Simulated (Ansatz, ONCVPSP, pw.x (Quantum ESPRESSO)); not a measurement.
## technetium: one change to the ONCV potential, in the atom and in the bcc crystal

ONCVPSP 4.0.1 input, shortened (lines: element, Z, core and valence counts, functional; n l f; lmax; l rc ep ncon nbas qcut; lloc lpopt rc5 dvloc0; l nproj debl; icmod fcfact rcfact), PBE, scalar-relativistic:

```
  Tc 43.00    6    4        4      upf
    1    0    2.00
    2    0    2.00
    2    1    6.00
    3    0    2.00
    3    1    6.00
    3    2   10.00
    4    0    2.00
    4    1    6.00
    4    2    5.00
    5    0    2.00
    2
    0    1.90    0.00    4    8    4.80
    1    1.80    0.00    3    6    7.10
    2    1.70    0.00    4    9    7.20
    4    3    1.45    3.00
    0    2    3.40
    1    1    2.10
    2    2    3.70
    3    4.25    1.35
```

Change: local potential polynomial inside 1.45 bohr (lpopt 3, dvloc0 9 Ha).

Cutoffs, loose and tight: the cutoffs (Ha) at which the residual kinetic energy of the hardest occupied pseudo-wave falls to 1 and 0.1 mHa per electron. They do not see the model core or the augmentation charge, which bear on the density cutoff. Test errors are all-electron minus pseudo excitation energies from the reference, over the configurations 4s2 4p6 4d5 5s1; 4s2 4p6 4d5 5s0; 4s2 4p6 4d4 5s0; 4s1 4p6 4d5 5s2; variants that change the core or the reference have their own tests.

Crystal test: bcc Tc in pw.x 7.5, no spin, 15³ k-points, Fermi–Dirac smearing 0.01 Ry, cutoffs set for each file from its atomic test. The reference is all-electron LAPW (Ansatz 0.2.0) with the same functional, mesh and smearing; V0 and B0 come from Birch–Murnaghan fits to the pressures at five volumes. Errors are pseudo minus all-electron; Δ is the rms difference of the E(V) curves that follow from these fits, minima aligned, over ±6 % about the mean V0. Mesh and smearing are coarse, so the numbers serve the comparison and aren't converged zero-temperature values; the lattice is a test structure that the element need not adopt.

All-electron: a0 = 3.083 Å (V0 = 14.65 Å³/atom), B0 = 289.0 GPa.

Task: Does the change bring the crystal closer to the all-electron result?

Result: The mean pressure error goes from -0.49 to +2.69 GPa, so the change moves the solid further from the all-electron pressures. The B0 error goes the other way, from +1.9 to -0.4 %. At 80 % of its cutoff the pressure of the base moves by -4.42 GPa. At 80 % of its cutoff the pressure of the changed file moves by -4.49 GPa.

```csv
quantity,base,changed
outcome (atom),generated,generated
"cutoff, loose (atom)",20 Ha,20 Ha
"cutoff, tight (atom)",24 Ha,24 Ha
bound ghosts (atom),none,none
largest test error (meV) (atom),-457,-484
cutoffs in pw.x (Ry),55/220,55/220
a0 (Å),3.081,3.092
a0 error (%),-0.06,+0.30
B0 error (%),+1.9,-0.4
Δ (meV/atom),1.6,8.4
mean pressure error (GPa),-0.49,+2.69
```
